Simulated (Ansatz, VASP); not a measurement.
# BeTe in VASP and in Ansatz

```
CELL_PARAMETERS angstrom
0.00000 2.82433 2.82433
2.82433 0.00000 2.82433
2.82433 2.82433 0.00000
ATOMIC_POSITIONS crystal
Te 0.75000 0.75000 0.75000
Be 0.00000 0.00000 0.00000
```

Alike in both runs: task single point; functional LDA; k mesh 8 × 8 × 8; occupations fermi-dirac, width 0.05 eV; no spin polarisation.

|  | VASP | Ansatz |
| --- | --- | --- |
| version | VASP 6.6.1 | Ansatz 0.2.0 |
| potentials or method | VASP PAW LDA potentials, release 64 (Te, Be) | Ansatz PAW |
| plane-wave cutoff (eV) | 520 | 420 |
| valence electrons in the cell | 8 | 18 |

Ansatz gave:

| Property | Result |
| --- | --- |
| gap on the k mesh at the Fermi level (eV) | 1.91 |
| least direct gap on the mesh (eV) | 3.63 |
| pressure (GPa) | -2.9 |

Q: Estimate VASP's values.

A: gap on the k mesh at the Fermi level (eV): 1.89; least direct gap on the mesh (eV): 3.59; pressure (GPa): -2.7.

The two sets of potentials don't hold the same shells in valence.

Caveats: spin-orbit coupling is left out, which moves the levels of the heavy elements; the PAW data sets come from PBE, with cores solved anew for the run's functional, which leaves a small shift of forces and pressure (Ansatz). A k mesh can miss the band edges.
